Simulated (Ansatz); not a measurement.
# The blue phosphorene bilayer (AB) between two gates

How do the bands of the blue phosphorene bilayer (AB) follow a displacement field between two gates?

Program: Ansatz 0.2.0. Level of theory: plane-wave DFT, PBE-D3(BJ), Ansatz PAW. Results are calculated unless marked as measured.

## 1. Set-up

The cell holds 4 atoms: 4 P. Its edges and angles: a = 3.280 Å, b = 3.280 Å, c = 23.680 Å, α = 90.0°, β = 90.0°, γ = 120.0°. Regions: layer 1: blue phosphorene, 2 atoms (2 P); layer 2: blue phosphorene, 2 atoms (2 P). Vacuum lies along c.

## 2. Relaxing the slab

The starting cell is a guess, so the in-plane lattice and the atoms are relaxed first, with the slab cut off from its images along the normal. The program lengthens the vector along the normal by itself, so c and the volume that it reports differ from the typed ones.

input.yaml

```yaml
crystal:
  lattice:
    - [3.28, 0.0, 0.0]
    - [-1.64, 2.8405633244, 0.0]
    - [0.0, 0.0, 23.68]
  atoms:
    - { symbol: P, position: [0.6666666667, 0.3333333333, 0.3800675676] }
    - { symbol: P, position: [0.3333333333, 0.6666666667, 0.4324324324] }
    - { symbol: P, position: [0.0, 0.0, 0.5675675676] }
    - { symbol: P, position: [0.6666666667, 0.3333333333, 0.6199324324] }
  periodic: [true, true, false]
kpoints:
  mp_grid: { grid: [12, 12, 1] }
hamiltonian:
  xc: pbe
  dispersion: d3bj
scf:
  occupations: { method: fermi_dirac, width: 0.05 }
  convergence: { dr2_threshold: 1.0e-09 }
relax:
  f_tol: 0.004
  max_steps: 90
  cell: {}
output:
  write_potential: true
  write_density: true
  volumetric_format: npy
```

Run with:

```sh
ansatz run input.yaml --threads 4 --pin off --max-ram 6144MiB --backend cpu --events-out ev --progress --plain --runs-dir out
```

Then come: gated layer, displacement field 0; gated layer, displacement field 0.543 V/nm; gated layer, displacement field 1.09 V/nm; gated layer, displacement field 2.17 V/nm; gated layer, displacement field 4.34 V/nm; the series together; A changed input; A changed input: scf.algorithm = "density_mixing". Settings of the main run: cutoff 420 eV, 54×54×1 k-mesh, Fermi-Dirac occupations, smearing width 0.02585 eV, 2 layers, stack blue phosphorene bilayer (AB), gates two, opposite, displacement field 0, distance from the layer to a gate 5 Å.

Before running: what should come out for the gap with uncharged gates and gap at 4.34 V/nm?

The gap goes from 1.15 to 1.08 eV at 4.3 V/nm. The layers screen the field: the voltage is that of a vacuum gap 7.5 Å narrower than the real distance. The gates are charged sheets behind model barriers, not atoms. Gaps are the smaller of those on the path and on the mesh; band edges between these points would make them smaller still.

* gap with uncharged gates: 1.15 eV
* electrostatic distance between the gates: 8.32 Å
* geometric distance between the gates: 15.8 Å
* gap at 4.34 V/nm: 1.08 eV

[Logs are printed without paths, hosts, clocks, repeated set-up lines and the standing remarks that a program may print on its own settings, such as how far it seeks lower states.]

[Hosts, paths, dates, database ids (printed as entryN), source tags and the programs' standing remarks are cut or masked in the printed files.]

[Maps of the electrostatic potential energy from Ansatz leave out the sawtooth potential of an applied field or a dipole correction, so their vacuum need not be flat; planar profiles and work functions include it.]
